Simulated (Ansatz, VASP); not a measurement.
## Two plane-wave programs on MgO

```
Mg O
1.0
     3.30779    0.00000    0.00000
    -1.65389    2.86463    0.00000
     0.00000    0.00000    4.98288
Mg O
2 2
Cartesian
  0.0000 1.9098 0.0108
  1.6539 0.9549 2.5022
  0.0000 1.9098 2.0053
  1.6539 0.9549 4.4968
```

Measurements of this composition are mostly on another form, of space group No. 225.

Alike in both runs: task single point; functional LDA; k mesh 5 × 5 × 3; no spin polarisation.

|  | VASP | Ansatz |
| --- | --- | --- |
| version | VASP 6.6.1 | Ansatz 0.2.0 |
| potentials or method | VASP PAW LDA potentials, release 64 (Mg, O) | plane waves, PAW |
| plane-wave cutoff (eV) | 520 | 420 |
| occupations | gaussian, width 0.01 eV | fixed |
| valence electrons in the cell | 16 | 32 |

```tsv
	VASP	Ansatz	Ansatz less VASP
gap on the k mesh at the Fermi level (eV)	3.36	3.36	+0.001
```

The two sets of potentials don't hold the same shells in valence.

Caveats: the k mesh is coarse (spacing up to 0.44 Å⁻¹), so the values aren't converged. LDA gaps usually lie below the measured ones, often by a third to a half.
